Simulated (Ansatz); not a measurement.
# TiAl: stress in a strained cell

TiAl is deformed so: equal xy, yz and zx engineering shear strains of +2 %. What stress and forces result, by LAPW, PAW and all-electron datasets made for the crystal?

Method: DFT PBEsol, scalar-relativistic, in Ansatz 0.2.0.

## Step 1: The starting structure

The structure is tetragonal, space group P4/mmm (No. 123). The conventional cell has a = 2.837 Å, b = 2.837 Å, c = 4.059 Å, α = 90.00°, β = 90.00°, γ = 90.00°. Ti (site symmetry 4/mmm) has 4 Ti at 2.84 Å and 8 Al at 2.85 Å as nearest neighbours. Around Al (site symmetry 4/mmm) lie 4 Al at 2.84 Å and 8 Ti at 2.85 Å.

Coordinates:

```
Ti Al
1.0
     2.83730    0.00000    0.00000
     0.00000    2.83730    0.00000
     0.00000    0.00000    4.05910
Ti Al
1 1
Direct
  0.00000 0.00000 0.00000
  0.50000 0.50000 0.50000
```

Atoms are numbered in the order of the input: Ti1, Al2.

## Step 2: The deformed structure

Space group P4/mmm before, C2/m after.

## Step 3: Full-potential LAPW

File input.yaml:

```yaml
crystal:
  lattice:
    - [2.8373, 0.028373, 0.028373]
    - [0.028373, 2.8373, 0.028373]
    - [0.040591, 0.040591, 4.0591]
  atoms:
    - { symbol: Ti, position: [0.0, 0.0, 0.0] }
    - { symbol: Al, position: [0.5, 0.5, 0.5] }
kpoints:
  mp_grid: { grid: [12, 12, 8] }
  band_path:
    path:
      - [0.0, 0.0, 0.0]
      - [0.4903402537, -0.4903402537, 0.0]
      - [-0.4903402537, -0.5096597463, 0.0]
      - [-0.5, -0.5, 0.0]
      - [0.0, 0.0, 0.0]
      - [-0.5, -0.5, -0.5]
      - [-0.4835881171, -0.5164118829, -0.5]
      - [0.4835881171, -0.4835881171, -0.5]
      - [0.0, 0.0, -0.5]
    npoints: 5
scf:
  occupations: { method: fermi_dirac, width: 0.05 }
hamiltonian:
  xc: pbesol
  pseudopotentials: { kind: all_electron, lapw: { basis_error: 0.001 } }
output:
  forces: true
  stress: true
  eigenvalues: true
```

Command:

```sh
$ ansatz run input.yaml --threads 1 --pin off --max-ram 3072MiB --backend cpu --events-out ev --progress --plain --runs-dir out
```

## Step 4: Frozen-core PAW

File input.yaml:

```yaml
crystal:
  lattice:
    - [2.8373, 0.028373, 0.028373]
    - [0.028373, 2.8373, 0.028373]
    - [0.040591, 0.040591, 4.0591]
  atoms:
    - { symbol: Ti, position: [0.0, 0.0, 0.0] }
    - { symbol: Al, position: [0.5, 0.5, 0.5] }
kpoints:
  mp_grid: { grid: [12, 12, 8] }
scf:
  occupations: { method: fermi_dirac, width: 0.05 }
hamiltonian:
  xc: pbesol
  pseudopotentials: { kind: paw }
output:
  forces: true
  stress: true
  eigenvalues: true
  efg: { contact_densities: true }
```

## Step 5: All-electron PAW on datasets made for the crystal

input.yaml: that of step 4 with these lines changed.

```diff
@@ -14,3 +14,3 @@
   xc: pbesol
-  pseudopotentials: { kind: paw }
+  pseudopotentials: { kind: all_electron, datasets: crystal }
 output:
```

(Steps that only read results are left out.)

Q: Predict the outcome of this session. Wanted: pressure; largest shear or deviatoric stress.

As calculated:

| quantity | value |
| --- | --- |
| pressure | LAPW -3.86, PAW -3.82, crystal datasets -3.86 GPa |
| largest shear or deviatoric stress (LAPW) | 2.09 GPa |

In words: The largest part of the stress beyond the pressure is 2.09 GPa in size; the atoms are carried along and not relaxed. No run of the undeformed cell stands beside it, so the pressure holds what the given cell had before the change. PAW: stress within 0.04 GPa of LAPW. Crystal datasets: stress within 0.01 GPa of LAPW.
